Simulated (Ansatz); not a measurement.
**Polymorphs of HfN**

The calculation used Ansatz, DFT PBE, scalar-relativistic, plane waves, PAW. Settings: cutoff 420 eV, Γ-centred meshes no coarser than 0.19 Å⁻¹ for metals and 0.3 Å⁻¹ for insulators (2π included), Gaussian smearing.

Temperature and zero-point effects are left out. The comparison covers the computed candidates alone. For metals, differences of a few meV/atom aren't resolved. Spin–orbit coupling is left out. No run is spin-polarised.

```csv
#,started from,space group,atoms,V (Å³/atom),ΔE (meV/atom),gap on mesh (eV)
1,database cell,Fm-3m (No. 225),2,11.8,0,0.00
2,database cell,P6_3/mmc (No. 194),4,11.8,22,0.00
3,database cell,F-43m (No. 216),2,14.8,248,0.00
4,a random cell,Fmmm (No. 69),4,23.6,1809,0.00
```

The lowest structure: Space group Fm-3m (No. 225), cubic, a = 4.548 Å. Hf is coordinated by 6 N at 2.27 Å; around N lie 6 Hf at 2.27 Å. Its energy against the elements is -1.66 eV/atom. Energies over the elements count from the lowest elemental structures computed at the same level (N₂ as a molecule), with no empirical corrections.

Space group Fm-3m (No. 225). a = 4.548 Å, b = 4.548 Å, c = 4.548 Å, α = 90.00°, β = 90.00°, γ = 90.00°
| atom | site | symmetry | x | y | z |
| --- | --- | --- | --- | --- | --- |
| Hf | 4a | m-3m | 0.0000 | 0.0000 | 0.0000 |
| N | 4b | m-3m | 0.5000 | 0.0000 | 0.0000 |

The second: Space group P6_3/mmc (No. 194), hexagonal, a = 3.159 Å, c = 5.451 Å. Hf is coordinated by 6 N at 2.28 Å; N is coordinated by 6 Hf at 2.28 Å.